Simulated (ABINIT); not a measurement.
The system is Ga.

```
CELL_PARAMETERS angstrom
4.44947 0.00000 0.00000
-2.22474 3.85336 0.00000
0.00000 0.00000 2.76520
ATOMIC_POSITIONS crystal
Ga 0.33333 0.66667 0.50000
Ga 0.66667 0.33333 0.50000
```

The cell was built by a generator and needn't be a form met in nature.

* Program: ABINIT 10.8.3 (patched build)
* Task: single point
* Functional: PBE
* Potentials or basis: JTH PAW PBE v2.0
* Cutoff: 463 eV
* k mesh: 7 × 7 × 10
* Occupations: fermi-dirac, width 0.05 eV
* Spin: no spin polarisation

On this cell: pressure -0.1 GPa; largest force under 0.003 eV/Å; band gap on the k mesh none (metal or under the smearing width).

The same run follows on a disturbed copy (atoms moved at random, drawn with an rms of 0.05 Å):

```
Ga
1.0
     4.44947    0.00000    0.00000
    -2.22474    3.85336    0.00000
     0.00000    0.00000    2.76520
Ga
2
Direct
  0.33963 0.66269 0.51672
  0.68236 0.34266 0.48956
```

What changes?

The energy (extrapolated to zero smearing) moves by +3.2 meV/atom; pressure 0.0 GPa; largest force 0.253 eV/Å; band gap on the k mesh none (metal or under the smearing width).

Forces in eV/Å, atoms in the order of the input:
```
Ga   0.073  0.242  0.015
Ga  -0.073 -0.242 -0.015
```

Stress tensor (GPa, compression positive):
```
 1.47  0.27  0.02
 0.27 -0.51  0.05
 0.02  0.05 -0.99
```
